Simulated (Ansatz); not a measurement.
# N-14 nuclear quadrupole resonance in H5NO

Cell: a Materials Project structure (computed, not necessarily an observed phase), atoms as given.

Space group P2_12_12_1 (No. 19); a = 5.0854, b = 6.1960, c = 7.8345 Å.

| site | Wyckoff | site symmetry | x | y | z |
| --- | --- | --- | --- | --- | --- |
| H1 | 4a | 1 | 0.7508 | 0.7157 | 0.3617 |
| H2 | 4a | 1 | 0.7425 | 0.6991 | 0.5636 |
| H3 | 4a | 1 | 0.4206 | 0.4230 | 0.3743 |
| H4 | 4a | 1 | 0.7600 | 0.3038 | 0.5940 |
| H5 | 4a | 1 | 0.0962 | 0.4219 | 0.3761 |
| N | 4a | 1 | 0.7417 | 0.8364 | 0.1638 |
| O | 4a | 1 | 0.7621 | 0.6101 | 0.4616 |

One atom of each set is listed.

All values are calculated (Ansatz; DFT, r2SCAN, plane waves and PAW, scalar-relativistic, 500 eV cutoff, Γ-centred 4×4×3 k-points, Fermi–Dirac smearing 0.02 eV), not measured.

N-14: I = 1, Q = 20.44 mb (year-2017 value). Static lattice, zero field.

Task: The simulated lines lie at 0.0333, 2.54, 2.58 MHz. What are |C_Q|, η and |V_zz| at N?

Result: For I = 1 the lines are ν± = (3/4)|C_Q|(1 ± η/3) and ν₀ = |C_Q|η/2. Here |C_Q| = 3.41 MHz, η = 0.02 and |V_zz| = 6.91 × 10²¹ V/m². The calculation gives V_zz negative; the lines don't show the sign. The site has 3 H at 1.03 Å; also 1 H at 1.72 Å.

At N V_zz stands upright on the plane through its three neighbours (within 1°).

The largest force is 0.7 eV/Å, so the atoms aren't at the calculated equilibrium and relaxing them would move these values.

The run took 82 s of wall time (82 s of CPU time) and 0.92 GiB at its peak, on 1 thread of Arm Neoverse V1 (aarch64; 28 cores open to the job, memory cap 2.5 GiB, no GPU), a shared host with a load of 0.8 a core.
